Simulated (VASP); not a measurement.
# MoS2 in VASP: a series of runs

The runs below take MoS2 through single point, with PBEsol+D4.

All numbers are computed with VASP 6.6.1; they aren't measurements. Logs are shortened: lines on timing, memory, paths and dates and some standing lists are left out, and cuts for length are marked.

### Step 1. The sheet as given

The cell holds a sheet with vacuum, 3 atoms: a = 3.125 Å, b = 3.125 Å, c = 30.040 Å, α = 90.00°, β = 90.00°, γ = 120.00°.

The cell was built by a generator and needn't be a form met in nature.

### Step 2. Single point, PBEsol+D4

Contents of INCAR:

```
SYSTEM = MoS2
ALGO = Fast
DIPOL = 0.5 0.5 0.285
EDIFF = 1E-6
ENCUT = 520
GGA = PS
IDIPOL = 3
ISIF = 2
ISMEAR = 0
IVDW = 13
LASPH = .TRUE.
LCHARG = .TRUE.
LDIPOL = .TRUE.
LELF = .TRUE.
LREAL = .FALSE.
LVACPOTAV = .TRUE.
LVHAR = .TRUE.
LWAVE = .FALSE.
NBANDS = 20
NELM = 100
PREC = Accurate
SIGMA = 0.03
```

Contents of KPOINTS:

```
k-points
0
G
  12 12 1
  0 0 0
```

Contents of POSCAR:

```
MoS2
1.0
    3.1251708218      0.0000000000      0.0000000000
   -1.5625854109      2.7064773228      0.0000000000
    0.0000000000      0.0000000000     30.0399999981
S Mo
2 1
Direct
    0.6666666667      0.3333333333      0.2329752633
    0.6666666667      0.3333333333      0.3369315276
    0.3333333333      0.6666666667      0.2849533955
```

Potentials or basis: VASP PAW PBE potentials, release 64 (S, Mo_sv).

Run with:

```sh
> cat potpaw_PBE.64/S/POTCAR potpaw_PBE.64/Mo_sv/POTCAR > POTCAR
> mpirun -np 1 vasp_std > vasp.out
```

OUTCAR:

```text
SYSTEM = MoS2
   EDIFF = 1E-6
   ENCUT = 520
   GGA = PS
   ISIF = 2
   ISMEAR = 0
   IVDW = 13
   LASPH = .TRUE.
   LREAL = .FALSE.
   NELM = 100
   PREC = Accurate

 ion  position               nearest neighbor table
   1  0.667  0.333  0.233-   3 2.39   3 2.39   3 2.39
   2  0.667  0.333  0.337-   3 2.39   3 2.39   3 2.39
   3  0.333  0.667  0.285-   2 2.39   2 2.39   2 2.39   1 2.39   1 2.39   1 2.39

  LATTYP: Found a hexagonal cell.
 ALAT       =     3.1251708218
 C/A-ratio  =     9.6122745639

  Lattice vectors:

 A1 = (   3.1251708218,   0.0000000000,   0.0000000000)
 A2 = (  -1.5625854109,   2.7064773228,   0.0000000000)
 A3 = (   0.0000000000,   0.0000000000,  30.0399999981)

Analysis of symmetry for initial positions (statically):
=====================================================================
 Subroutine PRICEL returns:
 Original cell was already a primitive cell.

 Routine SETGRP: Setting up the symmetry group for a
 hexagonal supercell.

 Subroutine GETGRP returns: Found 12 space group operations
 (whereof  6 operations were pure point group operations)
 out of a pool of 24 trial point group operations.

The static configuration has the point symmetry C_3v.
 The point group associated with its full space group is D_3h.

Analysis of symmetry for dynamics (positions and initial velocities):
=====================================================================
 Subroutine PRICEL returns:
 Original cell was already a primitive cell.

 Routine SETGRP: Setting up the symmetry group for a
 hexagonal supercell.

 Subroutine GETGRP returns: Found 12 space group operations
 (whereof  6 operations were pure point group operations)
 out of a pool of 24 trial point group operations.

The dynamic configuration has the point symmetry C_3v.
 The point group associated with its full space group is D_3h.

 Subroutine INISYM returns: Found 12 space group operations
 (whereof  6 operations are pure point group operations),
 and found     1 'primitive' translations

----------------------------------------------------------------------------------------

                                     Primitive cell

  volume of cell :     254.0844

  direct lattice vectors                    reciprocal lattice vectors
     3.125170822  0.000000000  0.000000000     0.319982509  0.184741988  0.000000000
    -1.562585411  2.706477323  0.000000000     0.000000000  0.369483975  0.000000000
     0.000000000  0.000000000 30.039999998     0.000000000  0.000000000  0.033288948

  length of vectors
     3.125170822  3.125170822 30.039999998     0.369483975  0.369483975  0.033288948

  position of ions in fractional coordinates (direct lattice)
     0.666666667  0.333333333  0.232975263
     0.666666667  0.333333333  0.336931528
     0.333333333  0.666666667  0.284953395

  ion indices of the primitive-cell ions
   primitive index   ion index
                 1           1
                 2           2
                 3           3

----------------------------------------------------------------------------------------

 KPOINTS: k-points

Automatic generation of k-mesh.
 Grid dimensions read from file:
 generate k-points for:   12   12    1

 Generating k-lattice:

  Cartesian coordinates                     Fractional coordinates (reciprocal lattice)
     0.026665209  0.015395166  0.000000000     0.083333333  0.000000000  0.000000000
     0.000000000  0.030790331  0.000000000     0.000000000  0.083333333  0.000000000
     0.000000000  0.000000000  0.033288948     0.000000000  0.000000000  1.000000000

  Length of vectors
     0.030790331  0.030790331  0.033288948

  Shift w.r.t. Gamma in fractional coordinates (k-lattice)
     0.000000000  0.000000000  0.000000000

 Subroutine IBZKPT returns following result:
 ===========================================

 Found     19 irreducible k-points:

 Following reciprocal coordinates:
            Coordinates               Weight
  0.000000  0.000000  0.000000      1.000000
  0.083333 -0.000000  0.000000      6.000000
  0.166667 -0.000000  0.000000      6.000000
  0.250000  0.000000  0.000000      6.000000
  0.333333 -0.000000  0.000000      6.000000
  0.416667  0.000000  0.000000      6.000000
[... 11 lines left out ...]
  0.333333  0.250000  0.000000     12.000000
  0.333333  0.333333  0.000000      2.000000
   k-points           NKPTS =     19   k-points in BZ     NKDIM =     19   number of bands    NBANDS=     20
   number of dos      NEDOS =    301   number of ions     NIONS =      3
   total plane-waves  NPLWV = 129024
   dimension x,y,z NGX =    24 NGY =   24 NGZ =  224
   dimension x,y,z NGXF=    48 NGYF=   48 NGZF=  448
   ions per type =               2   1
   NGX,Y,Z   is equivalent  to a cutoff of  12.77, 12.77, 12.40 a.u.
   NGXF,Y,Z  is equivalent  to a cutoff of  25.53, 25.53, 24.79 a.u.
 SYSTEM =  MoS2
   PREC   = accura    normal or accurate (medium, high low for compatibility)
   ISTART =      0    job   : 0-new  1-cont  2-samecut
   ICHARG =      2    charge: 1-file 2-atom 10-const
   ISPIN  =      1    spin polarized calculation?
   LNONCOLLINEAR =      F non collinear calculations
   LSORBIT =      F    spin-orbit coupling
   LASPH  =      T    aspherical Exc in radial PAW
   ENCUT  =  520.0 eV  38.22 Ry    6.18 a.u.   5.81  5.81 55.85*2*pi/ulx,y,z
   NELM   =    100;   NELMIN=  2; NELMDL= -5     # of ELM steps
   EDIFF  = 0.1E-05   stopping-criterion for ELM
   LREAL  =      F    real-space projection
   EDIFFG = 0.1E-04   stopping-criterion for IOM
   NSW    =      0    number of steps for IOM
   IBRION =     -1    ionic relax: 0-MD 1-quasi-New 2-CG
   NFREE  =      0    steps in history (QN), initial steepest desc. (CG)
   ISIF   =      2    stress and relaxation
   ISYM   =      2    0-nonsym 1-usesym 2-fastsym
   POTIM  = 0.5000    time-step for ionic-motion
   TEBEG  =    0.0;   TEEND  =   0.0 temperature during run
   PSTRESS=    0.0 pullay stress
   NELECT =      26.0000    total number of electrons
   NUPDOWN=      -1.0000    fix difference up-down
   EMIN   =  10.00;   EMAX   =-10.00  energy-range for DOS
   EFERMI =   0.00;   METHOD = LEGACY
   ISMEAR =     0;   SIGMA  =   0.03  broadening in eV -4-tet -1-fermi 0-gaus
   EFERMI_NEDOS =   21; number of points for ismear=-14 and -15
   IALGO  =     68    algorithm
   IMIX   =      4    mixing-type and parameters
     AMIX     =   0.40;   BMIX     =  1.00
     AMIX_MAG =   1.60;   BMIX_MAG =  1.00
  volume/ion in A,a.u.               =      84.69       571.55
  Fermi-wavevector in a.u.,A,eV,Ry     =   0.765726  1.447012  7.977585  0.586336
  Thomas-Fermi vector in A             =   1.865909
   LORBIT       =      0    0 simple, 1 ext, 2 COOP (PROOUT), +10 PAW based schemes
   GGA     = PS    functional components
   LHFCALC =     F    Hartree Fock is set to
   AEXX    =    0.0000 exact exchange contribution
   IVDW    =    13    specifies the selected vdW correction
   LEPSILON=     F    determine dielectric tensor
   LRPA    =     F    only Hartree local field effects (RPA)
 non-spin polarized calculation
 RMM-DIIS sequential band-by-band and
 Gauss-broadening in eV      SIGMA  =   0.03
  energy-cutoff  :      520.00
  volume of cell :      254.08
 maximum number of plane-waves:      6886
 NGX is ok and might be reduce to    24
   NGX = 11   NGY = 11   NGZ =111

 dipolmoment           0.000000      0.000000     -0.000007 electrons x Angstroem

 number of electron      25.9999999 magnetization

 dipolmoment           0.000000      0.000000      0.000013 electrons x Angstroem

 Free energy of the ion-electron system (eV)
  ---------------------------------------------------
  ext. energy  EPLUGINS =         0.00000000
  ---------------------------------------------------
  free energy    TOTEN  =       -23.42244126 eV

  energy without entropy =      -23.42244126  energy(sigma->0) =      -23.42244126

 E-fermi :  -2.9208     XC(G=0):  -2.6384

 val. band max:       -3.2522523682   @ k =   0.3333   0.3333   0.0000
 cond. band min:      -1.3843709922   @ k =   0.3333   0.3333   0.0000
 fundamental gap:      1.8678813760
 Fermi energy:        -2.9208044403

 k-point     1 :       0.0000    0.0000    0.0000
  band No.  band energies     occupation
      1     -63.9398      2.00000
      2     -38.1640      2.00000
      3     -37.8793      2.00000
      4     -37.8793      2.00000
      5     -17.5293      2.00000
      6     -16.1681      2.00000
[... 12 lines left out ...]
     19       2.3716      0.00000
     20       3.1684      0.00000

 k-point     2 :       0.0833   -0.0000    0.0000
  band No.  band energies     occupation
      1     -63.9366      2.00000
      2     -38.1578      2.00000
      3     -37.9108      2.00000
      4     -37.8864      2.00000
      5     -17.4172      2.00000
      6     -16.1219      2.00000
[... 12 lines left out ...]
     19       2.5132      0.00000
     20       3.7047      0.00000

 k-point     3 :       0.1667   -0.0000    0.0000
  band No.  band energies     occupation
      1     -63.9277      2.00000
      2     -38.1408      2.00000
      3     -37.9959      2.00000
      4     -37.9057      2.00000
      5     -17.0978      2.00000
      6     -15.9903      2.00000
[... 12 lines left out ...]
     19       2.9273      0.00000
     20       3.2812      0.00000

 k-point     4 :       0.2500    0.0000    0.0000
  band No.  band energies     occupation
      1     -63.9156      2.00000
      2     -38.1174      2.00000
      3     -38.1103      2.00000
      4     -37.9320      2.00000
      5     -16.6227      2.00000
      6     -15.7963      2.00000
[... 314 lines left out ...]
 k-point    18 :       0.3333    0.2500    0.0000
  band No.  band energies     occupation
      1     -63.8868      2.00000
      2     -38.2557      2.00000
      3     -38.1165      2.00000
      4     -38.0620      2.00000
      5     -15.2297      2.00000
      6     -15.2006      2.00000
[... 12 lines left out ...]
     19       5.0631      0.00000
     20       6.1386      0.00000

 k-point    19 :       0.3333    0.3333    0.0000
  band No.  band energies     occupation
      1     -63.8852      2.00000
      2     -38.2214      2.00000
      3     -38.1699      2.00000
      4     -38.0588      2.00000
      5     -15.1531      2.00000
      6     -15.1398      2.00000
[... 12 lines left out ...]
     19       4.3746      0.00000
     20       6.4295      0.00000

------------------------ aborting loop because EDIFF is reached ----------------------------------------

  DFT-D4 for vdW energy calculation

  Edisp (eV):   -0.51427

  FORCE on cell =-STRESS in cart. coord.  units (eV):
  Direction    XX          YY          ZZ          XY          YZ          ZX
  --------------------------------------------------------------------------------------
  -------------------------------------------------------------------------------------
  Total      -0.00973    -0.00973    -0.02894     0.00000     0.00000     0.00000
  in kB      -0.06135    -0.06135    -0.18247     0.00000     0.00000     0.00000
  external pressure =       -0.10 kB  Pullay stress =        0.00 kB

 VOLUME and BASIS-vectors are now :
 -----------------------------------------------------------------------------
  energy-cutoff  :      520.00
  volume of cell :      254.08
      direct lattice vectors                 reciprocal lattice vectors
     3.125170822  0.000000000  0.000000000     0.319982509  0.184741988  0.000000000
    -1.562585411  2.706477323  0.000000000     0.000000000  0.369483975  0.000000000
     0.000000000  0.000000000 30.039999998     0.000000000  0.000000000  0.033288948

 POSITION                                       TOTAL-FORCE (eV/Angst)
 -----------------------------------------------------------------------------------
      1.56259      0.90216      6.99858         0.000000     -0.000000      0.004334
      1.56259      0.90216     10.12142         0.000000     -0.000000     -0.004334
     -0.00000      1.80432      8.56000        -0.000000      0.000000     -0.000000
 -----------------------------------------------------------------------------------
    total drift:                                0.000000      0.000000      0.000176

  FREE ENERGIE OF THE ION-ELECTRON SYSTEM (eV)
  ---------------------------------------------------
  free  energy   TOTEN  =       -23.9367134703 eV

  energy  without entropy=      -23.9367134703  energy(sigma->0) =      -23.93671347

 vacuum level on the upper side and lower side of the slab         2.668         2.668
```

Wall time 77 s (1 thread of AMD EPYC 9R45 (Zen 5), shared host); peak memory 0.35 GiB.

Results:

```
Free energy                            : -23.9367 eV
Largest force                          : 0.004 eV/Å
Band gap on the k mesh                 : 1.87 eV, direct
Dispersion energy per atom             : -0.171 eV
Ionisation potential of the upper face : 5.92 eV
```

Forces in eV/Å, atoms in the order of the input:
```
S    0.000  0.000  0.004
S    0.000  0.000 -0.004
Mo   0.000  0.000  0.000
```

Caveat: the PAW data sets were made with another functional, which shifts forces and pressure a little.

### Step 3. Single point, PBEsol+D4

This run uses another cell than the first one, of 49.66 Å³/atom, 0.586 times its volume.

Contents of INCAR:

```
ALGO = Normal
DIPOL = 0.5 0.5 0.500
EDIFF = 1E-6
ENCUT = 520
GGA = PS
IDIPOL = 3
ISIF = 2
ISMEAR = 0
IVDW = 13
LASPH = T
LCHARG = F
LDIPOL = T
LREAL = F
LWAVE = F
NBANDS = 20
NELM = 100
PREC = Accurate
SIGMA = 0.03
```

Contents of KPOINTS:

```
k-points
0
Gamma
  12 12 1
```

Contents of POSCAR:

```
MoS2
1.0
    3.1700000000      0.0000000000      0.0000000000
   -1.5850000000      2.7453005300      0.0000000000
    0.0000000000      0.0000000000     17.1200000000
S Mo
2 1
Direct
    0.6666670000      0.3333330000      0.4088785047
    0.6666670000      0.3333330000      0.5911214953
    0.3333330000      0.6666670000      0.5000000000
```

Potentials or basis: VASP PAW PBE potentials, release 64 (S, Mo_sv).

Run with:

```sh
> cat potpaw_PBE.64/S/POTCAR potpaw_PBE.64/Mo_sv/POTCAR > POTCAR
> mpirun -np 1 vasp_std > vasp.out
```

It took 38 s on 1 thread of AMD EPYC 9R45 (Zen 5), shared host; peak memory 0.23 GiB.

The run converged. Its results:

```yaml
Free_energy: -23.9159 eV
Largest_force: 0.270 eV/Å
Band_gap_on_the_k_mesh: 1.72 eV, direct
Dispersion_energy_per_atom: -0.167 eV
```

Forces in eV/Å, atoms in the order of the input:
```
S    0.000  0.000  0.270
S    0.000  0.000 -0.270
Mo   0.000  0.000  0.000
```

Levels at points of the mesh, in eV from the valence-band top:
| k point | band 10 | band 11 | band 12 | band 13 | band 14 | band 15 | band 16 | band 17 |
| --- | --- | --- | --- | --- | --- | --- | --- | --- |
| (0.00, 0.00, 0.00) | -1.78 | -1.47 | -1.47 | -0.01 | 2.82 | 2.82 | 3.09 | 3.09 |
| (0.50, 0.00, 0.00) | -3.16 | -1.87 | -0.93 | -0.63 | 2.31 | 2.83 | 3.91 | 4.40 |

Caveat: the PAW data sets were made with another functional, which shifts forces and pressure a little.
